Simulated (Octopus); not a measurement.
## MgS (Niningerite) in Octopus: the effect of functional

Crystal: MgS (Niningerite).

```xyz
2
Lattice="0.0000 2.6016 2.6016 2.6016 0.0000 2.6016 2.6016 2.6016 0.0000" Properties=species:S:1:pos:R:3 pbc="T T T"
S     2.6016    2.6016    2.6016
Mg    0.0000    0.0000    0.0000
```

Alike in all runs:

| Property | Result |
| --- | --- |
| Program | Octopus 16.4 |
| Task | single point |
| Potentials or basis | pseudodojo_pbe (PseudoDojo 0.5, PBE) |
| Grid spacing | 0.131 Å |
| k mesh | 9 × 9 × 9 |
| Occupations | fermi-dirac, width 0.05 eV |
| Spin | no spin polarisation |

```csv
functional,gap on the mesh (eV)
LDA,?
PBEsol,2.81
RPBE,3.09
revPBE,3.07
BLYP,2.94
```

What does the run with functional LDA give?

gap on the mesh 2.61 eV.

Caveats: an odd mesh through Γ misses points on the zone boundary, where band edges often lie.

Runs at the PBE level aren't shown here.
